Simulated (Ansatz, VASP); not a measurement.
## One calculation of NaI, two programs

Contents of INCAR:

```
PREC = Accurate ; ENCUT = 520
EDIFF = 1E-6 ; ISMEAR = 0
SIGMA = 0.01 ; LREAL = F
LASPH = T ; NELM = 80
ALGO = Normal ; ISIF = 2
LWAVE = F ; LCHARG = T
GGA = PE ; LELF = T
LVHAR = T ; NBANDS = 22
```

Contents of KPOINTS:

```
Automatic mesh
0
Gamma
  6 6 2
```

Contents of POSCAR:

```
NaI
1.0
    4.5046454533      0.0000000000      0.0000000000
   -2.2523227266      3.9011373976      0.0000000000
    0.0000000000      0.0000000000      7.6757022699
Na I
2 2
Direct
    0.0000000000      0.0000000000      0.0000000000
    0.0000000000      0.0000000000      0.5000000000
    0.3333333333      0.6666666667      0.2500000000
    0.6666666667      0.3333333333      0.7500000000
```

Input for Ansatz:

```yaml
crystal:
  lattice:
    - [4.5046454533, 0.0, 0.0]
    - [-2.2523227266, 3.9011373976, 0.0]
    - [0.0, 0.0, 7.6757022699]
  atoms:
    - { symbol: Na, position: [0.0, 0.0, 0.0] }
    - { symbol: Na, position: [0.0, 0.0, 0.5] }
    - { symbol: I, position: [0.3333333333, 0.6666666667, 0.25] }
    - { symbol: I, position: [0.6666666667, 0.3333333333, 0.75] }
kpoints:
  mp_grid: { grid: [6, 6, 2] }
hamiltonian:
  xc: pbe
scf:
  occupations: { method: fixed }
  n_extra_bands: 5
output:
  forces: true
  stress: true
  eigenvalues: true
```

The cell was built by a generator and needn't be a form met in nature.

Alike in both runs: task single point; functional PBE; k mesh 6 × 6 × 2; no spin polarisation.

|  | VASP | Ansatz |
| --- | --- | --- |
| version | VASP 6.6.1 | Ansatz 0.2.0 |
| potentials or method | VASP PAW PBE potentials, release 64 (Na_pv, I) | plane waves, PAW |
| plane-wave cutoff (eV) | 520 | 420 |
| occupations | gaussian, width 0.01 eV | fixed |
| valence electrons in the cell | 28 | 52 |

Ansatz gave:

- gap on the k mesh at the Fermi level (eV): 3.57
- pressure (GPa): 0.5

Task: What did VASP give for the same quantities?

Result: gap on the k mesh at the Fermi level (eV): 3.56; pressure (GPa): 0.5.

The two sets of potentials don't hold the same shells in valence.

Caveats: spin-orbit coupling is left out, which moves the levels of the heavy elements. A hybrid or GW would open this gap; PBE tends to underestimate it.
